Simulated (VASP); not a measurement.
# NbC (Niobocarbide): equation of state with PBE

NbC (Niobocarbide):

```xyz
2
Lattice="0.0000 2.2346 2.2346 2.2346 0.0000 2.2346 2.2346 2.2346 0.0000" Properties=species:S:1:pos:R:3 pbc="T T T"
Nb    0.0000    0.0000    0.0000
C     2.2346    2.2346    2.2346
```

```
Program                : VASP 6.6.1
Task                   : equation of state
Functional             : PBE
Potentials or basis    : VASP PAW PBE potentials, release 64 (Nb_sv, C)
Cutoff                 : 520 eV
k mesh                 : 10 × 10 × 10
Occupations            : fermi-dirac, width 0.05 eV
Spin                   : no spin polarisation
Further INCAR settings : ALGO = Normal; EDIFF = 1e-07; NBANDS = 16
```

The equilibrium volume is 11.26 Å³/atom and the bulk modulus is 301 GPa. The pressure derivative of the bulk modulus is 4.2.

Energy against volume, from the lowest point:
```tsv
volume (Å³/atom)	energy (meV/atom)
10.488	55.43
10.711	26.58
10.934	8.45
11.158	0.00
11.381	0.26
11.604	8.39
11.827	23.61
```

All runs of the series together: 90 s on 1 thread of Intel(R) Xeon(R) Platinum 8488C (Sapphire Rapids), with other jobs on the host.

PBE usually gives volumes a little too large and moduli too small. Zero-point motion and thermal expansion aren't in these numbers.
